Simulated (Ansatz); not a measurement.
Crystal: TiTe2.

```
Te Ti
1.0
     3.77700    0.00000    0.00000
    -1.88850    3.27098    0.00000
     0.00000    0.00000    6.49800
Te Ti
2 1
Direct
  0.33333 0.66667 0.73720
  0.66667 0.33333 0.26280
  0.00000 0.00000 0.00000
```

Base run:

| Quantity | Value |
| --- | --- |
| Program | Ansatz 0.2.0 |
| Functional | PBEsol |
| Potentials or basis | Ansatz PAW |
| Cutoff | 420 eV (not typed: the program's choice for these potentials) |
| k mesh | 8 × 8 × 4 |
| Occupations | fermi-dirac, width 0.05 eV |
| Spin | no spin polarisation |
| Hubbard terms | Ti d U = 6 eV |

Its results: band gap on the k mesh none (metal or under the smearing width); pressure 4.4 GPa; largest force 0.123 eV/Å.

The run is repeated on the same cell with these changes: hubbard terms from Ti d U = 6 eV to Ti d U = 5 eV. What comes out?

Band gap on the k mesh none (metal or under the smearing width); pressure 2.8 GPa; largest force 0.033 eV/Å.

Caveats: this functional lacks dispersion, which binds the layers, so the pressure and a relaxed spacing across them are unreliable; U without spin polarisation on a metal has little footing; the PAW data sets come from PBE, with cores solved anew for the run's functional, which leaves a small shift of forces and pressure; the U is typed as a test and isn't derived for this compound.
